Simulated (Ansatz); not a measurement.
**Cu in Ansatz: the effect of functional**

The system is Cu.

```
Cu
1.0
     0.00000    1.84295    1.84295
     1.84295    0.00000    1.84295
     1.84295    1.84295    0.00000
Cu
1
Direct
  0.00000 0.00000 0.00000
```

The cell isn't the ideal one: volume scaled by 1.06.

Alike in all runs:

- Program: Ansatz 0.2.0
- Task: single point
- Potentials or basis: Ansatz PAW
- k mesh: 13 × 13 × 13
- Occupations: fermi-dirac, width 0.05 eV
- Spin: no spin polarisation

```csv
functional,cutoff,pressure (GPa)
LDA,420 eV (not typed: the program's choice for these potentials),-18.7
r2SCAN,500 eV (not typed: the program's choice for these potentials),?
PBE,420 eV (not typed: the program's choice for these potentials),-5.9
```

Q: What does the run with functional r2SCAN give?

A: Pressure -11.8 GPa.

Caveats: the PAW data sets come from PBE, with cores solved anew for the run's functional, which leaves a small shift of forces and pressure (some runs).
